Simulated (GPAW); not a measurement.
**Nb3Sn: equation of state with PBE**

Nb3Sn:

```xyz
8
Lattice="5.2821 0.0000 0.0000 0.0000 5.2821 0.0000 0.0000 0.0000 5.2821" Properties=species:S:1:pos:R:3 pbc="T T T"
Sn    2.6410    2.6410    2.6410
Sn    0.0000    0.0000    0.0000
Nb    0.0000    2.6410    1.3205
Nb    0.0000    2.6410    3.9616
Nb    2.6410    1.3205    0.0000
Nb    3.9616    0.0000    2.6410
Nb    2.6410    3.9616    0.0000
Nb    1.3205    0.0000    2.6410
```

- Program: GPAW 26.7.0
- Task: equation of state
- Functional: PBE
- Potentials or basis: GPAW PAW data sets (gpaw-data 1.2.1)
- Cutoff: 600 eV
- Basis: pw
- k mesh: 4 × 4 × 4
- Occupations: fermi-dirac, width 0.05 eV
- Spin: no spin polarisation
- Maxiter: 150
- Eos scales: [0.94, 0.96, 0.98, 1.0, 1.02, 1.04, 1.06]

```json
{
 "Equilibrium volume": "18.70 Å³/atom",
 "Bulk modulus": "161 GPa",
 "Pressure derivative of the bulk modulus": "4.1"
}
```

Energy against volume, from the lowest point:
```tsv
volume (Å³/atom)	energy (meV/atom)
17.316	58.17
17.685	30.04
18.053	11.57
18.422	1.86
18.790	0.00
19.159	5.30
19.527	17.04
```

It took 13 min on 1 thread of Arm Neoverse V1, on a shared host, peak memory 0.62 GiB.

PBE usually gives volumes a little too large and moduli too small. Zero-point motion and thermal expansion aren't in these numbers.
